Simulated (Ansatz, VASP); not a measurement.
# Cross-check of BN between VASP and Ansatz, part 2 of 2

Wanted: the spread between two codes on one cell, functional and k mesh. Of the first pair: The cell is taken from a series of runs on this material, whose earlier steps may have relaxed, scaled, displaced or heated it; both programs get it as it stands.

VASP 6.6.1 and Ansatz 0.2.0.

So far: Starting point; VASP: relaxation of cell and atoms, LDA; Ansatz: relaxation of cell and atoms, LDA; Side by side; Ansatz: relaxation, LDA.

## Step 6: VASP: single point, LDA, pair 2

Level of this step: LDA; plane waves and PAW (B, N) (VASP).

The same cell, functional (in two slightly different forms) and mesh now go to VASP, with its own data sets.

INCAR

```
SYSTEM = BN
PREC = Accurate
ENCUT = 600
EDIFF = 1E-06
NELM = 120
ISMEAR = 0
SIGMA = 0.01
LREAL = .FALSE.
ALGO = Normal
GGA = CA
NBANDS = 10
LORBIT = 11
LWAVE = .FALSE.
LCHARG = .FALSE.
ISIF = 2
LASPH = .TRUE.
GGA_COMPAT = .FALSE.
EFERMI = MIDGAP
```

POSCAR

```
BN
1.0
    0.0000000000      1.8078245685      1.7815988398
    1.8078245685      0.0000000000      1.7815988398
    1.8078245685      1.8078245685      0.0000000000
B N
1 1
Direct
    0.0000000000      0.0000000000      0.0000000000
    0.2500000000      0.2500000000      0.2500000000
```

KPOINTS

```
Automatic mesh
0
Gamma
12 12 12
0 0 0
```

PAW data sets: B and N (LDA family, release 64).

On the command line:

```bash
> mpirun -np 1 vasp_std
```

Numbers of over 12 decimals in the logs are rounded to 6 here.

Output:

```text
[... set-up lines as in an earlier step ...]
 entering main loop
       N       E                     dE             d eps       ncg     rms          rms(c)
DAV:   1     0.106145314011E+02    0.10615E+02   -0.55272E+03  3340   0.887E+02
DAV:   2    -0.200597819407E+02   -0.30674E+02   -0.29485E+02  3906   0.167E+02
DAV:   3    -0.205666559859E+02   -0.50687E+00   -0.50593E+00  3808   0.190E+01
DAV:   4    -0.205673098217E+02   -0.65384E-03   -0.65382E-03  3566   0.803E-01
[...]
DAV:   9    -0.194112685362E+02    0.15241E-03   -0.88745E-04  3576   0.280E-01    0.808E-02
DAV:  10    -0.194112525043E+02    0.16032E-04   -0.45930E-05  3650   0.682E-02    0.137E-02
DAV:  11    -0.194112529944E+02   -0.49010E-06   -0.18382E-06  2476   0.986E-03
   1 F= -.19411253E+02 E0= -.19411253E+02  d E =0.000000E+00
```

OUTCAR, selected parts (step 6):

```text
  Total       -0.5814022     -0.5814022      0.0673410      0.0000000      0.0000000      0.0000000
  in kB      -79.9898303    -79.9898303      9.2648366      0.0000000      0.0000000      0.0000000
  external PRESSURE =     -50.2382747 kB  Pullay stress =       0.0000000 kB

 POSITION                                       TOTAL-FORCE (eV/Angst)
 -----------------------------------------------------------------------------------
      0.00000      0.00000      0.00000        -0.000000     -0.000000     -0.000000
      0.90391      0.90391      0.89080         0.000000      0.000000      0.000000
 -----------------------------------------------------------------------------------
    total drift:                               -0.000001     -0.000001      0.000001

  FREE ENERGIE OF THE ION-ELECTRON SYSTEM (eV)
  ---------------------------------------------------
  free  energy   TOTEN  =       -19.4112529944 eV

  energy  without entropy=      -19.4112529944  energy(sigma->0) =      -19.41125299

[... 3 further parts left out ...]
[key lines of the parts left out:]
E-fermi :   9.7081
```

The run ends at a pressure of -5.02 GPa.

## Step 7: Side by side

What differs besides the data sets and the points named for the pairs above, as far as they apply: fixed occupations in Ansatz, narrow Gaussian smearing in VASP; Ansatz's pressure holds a Pulay correction, VASP's none. Total energies have different zeros and are not compared.

The two programs side by side:

```
              quantity  Ansatz   VASP  difference
        pressure (GPa)   -5.96  -5.02       -0.93
gap on the k mesh (eV)   4.107  4.094      +0.012
```

A gap on the mesh is an upper bound, since the band edges may lie between its points.

## Step 8: Ansatz: relaxation, LDA

This run makes the geometry at which the two programs are then compared. The cell compared in this pair holds 11.82 Å³, against 11.65 Å³ for the pair before.

The structure compared here is the end of the Ansatz relaxation.

input.yaml

```yaml
crystal:
  lattice:
    - [0.0, 1.8257238217, 1.7815988398]
    - [1.8257238217, 0.0, 1.7815988398]
    - [1.8257238217, 1.8257238217, 0.0]
  atoms:
    - { symbol: B, position: [0.0, 0.0, 0.0] }
    - { symbol: "N", position: [0.25, 0.25, 0.25] }
  conventional_axes: [[-1, 1, 1], [1, -1, 1], [1, 1, -1]]
kpoints:
  mp_grid: { grid: [12, 12, 12] }
hamiltonian:
  xc: lda
  pseudopotentials: { kind: paw, azcp: { folder: soft_1 }, xc_functional: pbe }
scf:
  occupations: { method: fixed }
output:
  forces: true
  stress: true
  eigenvalues: true
relax:
  adjacent_minimum: "off"
  f_tol: 0.001
  max_steps: 60
  cell: { stress_tol: 0.01, fix: [a, b, gamma] }
```

On the command line:

```bash
> ansatz run input.yaml --threads 4 --pin off --max-ram 10240MiB --backend cpu --events-out ev --progress --plain --runs-dir out
```

Output:

```text
[...]
Crystal: 2 atoms, lattice volume = 11.877 Å³
Basis set: ecut = 420 eV, 257 PW (Γ)
Bands: 8, of which v1, the nominal top of the filled ones, is band 4 counted from 1 (3 counted from 0)
Symmetry: 8 space group operations
[...]
k-points: 163 of 1728 (time reversal used)
[...]
--- Band table (eV; the first three rows and the last of 163) ---
[...]
--- Relaxed structure (4 steps of the walk, 4 accepted, 2 SCFs on fresh bases) ---
[...]
cell:  # Å, volume = 11.8210 Å³
    - [2.3339755164597516e-19, 1.8257238217, 1.773190]
    - [1.8257238217, 0, 1.773190]
    - [1.8257238217, 1.8257238217, 2.3917812497809475e-19]
  atoms:
    - { symbol: B, position: [0, 0, 0] }
    - { symbol: N, position: [0.250000, 0.250000, 0.250000] }
[key lines of the parts left out:]
SCF converged after 5 iterations
Free energy (F): -526.445695 eV
Fermi energy:    11.083073 eV
P = ⅓ Tr σ = -11.4952 GPa (-114.952 kbar)
```

## Step 9: VASP: single point, LDA, pair 3

The same cell, functional (in two slightly different forms) and mesh now go to VASP, with its own data sets.

INCAR is that of step 6.

POSCAR

```
BN
1.0
    0.0000000000      1.8257238217      1.7731898068
    1.8257238217      0.0000000000      1.7731898068
    1.8257238217      1.8257238217      0.0000000000
B N
1 1
Direct
    0.0000000000      0.0000000000      0.0000000000
    0.2500000000      0.2500000000      0.2500000000
```

KPOINTS is that of step 6.

On the command line:

```bash
> mpirun -np 1 vasp_std
```

Output:

```text
[... set-up lines as in an earlier step ...]
 entering main loop
       N       E                     dE             d eps       ncg     rms          rms(c)
DAV:   1     0.103794389422E+02    0.10379E+02   -0.54745E+03  3332   0.885E+02
DAV:   2    -0.200228360077E+02   -0.30402E+02   -0.29525E+02  3924   0.166E+02
DAV:   3    -0.205211798003E+02   -0.49834E+00   -0.49727E+00  3796   0.188E+01
DAV:   4    -0.205218307708E+02   -0.65097E-03   -0.65096E-03  3546   0.816E-01
[...]
DAV:   9    -0.193937130680E+02    0.15430E-03   -0.90098E-04  3584   0.278E-01    0.800E-02
DAV:  10    -0.193936967636E+02    0.16304E-04   -0.47620E-05  3652   0.691E-02    0.136E-02
DAV:  11    -0.193936972617E+02   -0.49816E-06   -0.19163E-06  2510   0.999E-03
   1 F= -.19393697E+02 E0= -.19393697E+02  d E =0.000000E+00
```

OUTCAR, selected parts (step 9):

```text
  Total       -1.2082500     -1.2082500      0.0628305      0.0000000      0.0000000     -0.0000000
  in kB     -163.7615667   -163.7615667      8.5158012      0.0000000      0.0000000     -0.0000000
  external PRESSURE =    -106.3357774 kB  Pullay stress =       0.0000000 kB

 POSITION                                       TOTAL-FORCE (eV/Angst)
 -----------------------------------------------------------------------------------
      0.00000      0.00000      0.00000         0.000000      0.000000     -0.000000
      0.91286      0.91286      0.88659        -0.000000     -0.000000      0.000000
 -----------------------------------------------------------------------------------
    total drift:                               -0.000001     -0.000001      0.000002

  FREE ENERGIE OF THE ION-ELECTRON SYSTEM (eV)
  ---------------------------------------------------
  free  energy   TOTEN  =       -19.3936972617 eV

  energy  without entropy=      -19.3936972617  energy(sigma->0) =      -19.39369726

[... 1 part as in an earlier step ...]

[... 2 further parts left out ...]
[key lines of the parts left out:]
E-fermi :   9.4764
```

The run ends at a pressure of -10.63 GPa.

## Step 10: Side by side

The two programs side by side:

| quantity | Ansatz | VASP | difference |
| --- | --- | --- | --- |
| pressure (GPa) | -11.50 | -10.63 | -0.86 |
| gap on the k mesh (eV) | 3.840 | 3.828 | +0.012 |

A gap on the mesh is an upper bound, since the band edges may lie between its points.

## Step 11: What came out

| Property | Result |
| --- | --- |
| difference in volume (relaxation of cell and atoms, LDA) | -0.24 % |
| difference in gap on the k mesh (single point, LDA, pair 2) | 0.012 eV |
| difference in pressure (single point, LDA, pair 2) | -0.93 GPa |
| difference in gap on the k mesh (single point, LDA, pair 3) | 0.012 eV |
| difference in pressure (single point, LDA, pair 3) | -0.86 GPa |

In words: The difference in pressure is -0.93 GPa (single point, LDA, pair 2), within the 1 GPa picked in this series as the mark of a large difference. 5 further runs of this series are not shown here. How closely two codes agree says nothing of how well the functional describes the real material.

[Lines on the potential files, build, host, timing and source positions are cut from VASP's logs without a mark.]

[Logs are printed without paths, hosts, clocks, repeated set-up lines and the standing remarks that a program may print on its own settings, such as how far it seeks lower states.]

[Hosts, paths, dates, database ids (printed as entryN), source tags and the programs' standing remarks are cut or masked in the printed files.]
